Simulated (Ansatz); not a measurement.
The system is AlO.

```
Al O
1.0
     2.76919    0.00000    0.00000
     0.00000    2.76919    0.00000
     0.00000    0.00000    2.76919
Al O
1 1
Direct
  0.50000 0.50000 0.50000
  0.00000 0.00000 0.00000
```

The cell was built by a generator and needn't be a form met in nature.

```yaml
Program: Ansatz 0.2.0
Task: relaxation of cell and atoms
Functional: r2SCAN
Dispersion: D3(BJ)-ATM
Potentials_or_basis: Ansatz PAW
Cutoff: "500 eV (not typed: the program's choice for these potentials)"
k_mesh: 10 × 10 × 10
Occupations: fermi-dirac, width 0.05 eV
Spin: no spin polarisation
```

At the start: volume 10.62 Å³/atom.

Q: Where does the relaxation end?

A: It ends after 5 steps and the volume is 10.22 Å³/atom (-3.7 %); space group Pm-3m (No. 221, to 0.05 Å).

Step by step:
| step | energy change (eV) | largest force (eV/Å) | volume (Å³) |
| --- | --- | --- | --- |
| 1 | 0.0000 | 0.0000 | 21.24 |
| 2 | -0.0119 | 0.0000 | 20.67 |
| 3 | -0.0131 | 0.0000 | 20.43 |
| 4 | -0.0131 | 0.0000 | 20.44 |
| 5 | -0.0127 | 0.0000 | 20.44 |

Final structure:
```
Al O
1.0
     2.73432    0.00000    0.00000
     0.00000    2.73432    0.00000
     0.00000    0.00000    2.73432
Al O
1 1
Direct
  0.50000 0.50000 0.50000
  0.00000 0.00000 0.00000
```

Caveat: the plane-wave basis is chosen anew once the cell has moved, so the energies of steps on either side of that aren't comparable; an odd number of electrons without spin polarisation forces a metal; a magnetic or distorted state may lie lower; pairwise dispersion overbinds metals, which lowers pressure and volume; the PAW data sets come from PBE, with cores solved anew for the run's functional, which leaves a small shift of forces and pressure.
